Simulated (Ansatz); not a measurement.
Results of rVV10 (Ansatz, a program for electronic structure, PAW) for zinc-blende AlSb.

Settings: plane-wave cutoff 520 eV, 10×10×10 k mesh, Fermi–Dirac smearing 0.01 eV, scalar-relativistic PAW data made under PBE.

Pressure at four volumes; x = ln(V/30.487 Å³). One pressure is withheld.

```json
[
 {"V (Å³/atom)": "28.657", "x": "-0.0619", "P (GPa)": "?"},
 {"V (Å³/atom)": "29.267", "x": "-0.0408", "P (GPa)": "2.17"},
 {"V (Å³/atom)": "30.487", "x": "0.0000", "P (GPa)": "0.00"},
 {"V (Å³/atom)": "32.316", "x": "0.0583", "P (GPa)": "-2.47"}
]
```

Q: Pass a parabola P(x) through the three rows shown, estimate the bulk modulus and its pressure derivative near zero pressure, and predict the withheld pressure.

A: Slopes between the rows: (0.00 − (2.17))/(0.0000 − (-0.0408)) = -53.19 and (-2.47 − (0.00))/(0.0583 − (0.0000)) = -42.37 GPa. Their difference over the span 0.0991 is c = 10.82/0.0991 = 109.2 GPa, so P(x) = 2.17 + (-53.19)(x − (-0.0408)) + 109.2 (x − (-0.0408))(x − (0.0000)). At the middle row B = −dP/dx = −[-53.19 + 109.2 × 0.0408] = 48.7 GPa, and B′ = dB/dP = 2c/B = 4.5. At x = -0.0619 the parabola gives 3.43 GPa; the run gives 3.44 GPa. The Birch–Murnaghan fit to the energies at all volumes has B0 = 48.4 GPa and B′ = 4.5.

Measured, for comparison: bulk modulus 58.2 GPa (temperature not stated, no zero-point or thermal correction; as tabulated in Toher et al. (2017), arXiv:1611.05714). Computed (rounded) less measured: bulk modulus -17 %.

Spin–orbit coupling is not included.
